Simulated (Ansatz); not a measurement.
Consider BaSnO₃ in the cubic perovskite structure (space group Pm-3m, No. 221; a = 4.122 Å). Axes: x, y, z lie along the cube axes.

All numbers come from plane-wave PAW DFT at the PBEsol level (Ansatz, a program for electronic structure, 420 eV), without spin-orbit coupling.

Strains are applied to the cell and any free atomic positions relax; under biaxial strain the out-of-plane vector relaxes too; under stress the whole cell relaxes.

One change was made to it. Results:

The band gap drops by 0.201 eV to 0.65 eV; the shortest interatomic distance drops by 0.013 Å to 2.048 Å.

Q: Name the change that was made.
(A) biaxial strain +0.21 %, plane normal [110], relaxed out of plane
(B) uniaxial stress, 8 GPa compression along z
(C) biaxial strain −0.93 %, plane normal [001], relaxed out of plane
(D) strain tensor (xx, yy, zz, yz, xz, xy) = (+0.24, −2.41, −1.39, +0.98, +0.15, +1.67) %
(E) biaxial strain +1.13 %, plane normal [001], relaxed out of plane

A: E, biaxial strain +1.13 %, plane normal [001], relaxed out of plane. For comparison, the band gap in the other runs: uniaxial stress, 8 GPa compression along z gives 1.04 eV; biaxial strain −0.93 %, plane normal [001], relaxed out of plane gives 1.01 eV; strain tensor (xx, yy, zz, yz, xz, xy) = (+0.24, −2.41, −1.39, +0.98, +0.15, +1.67) % gives 1.26 eV; biaxial strain +0.21 %, plane normal [110], relaxed out of plane gives 0.82 eV.

Beyond what the load breaks, stability against distortions was not tested.
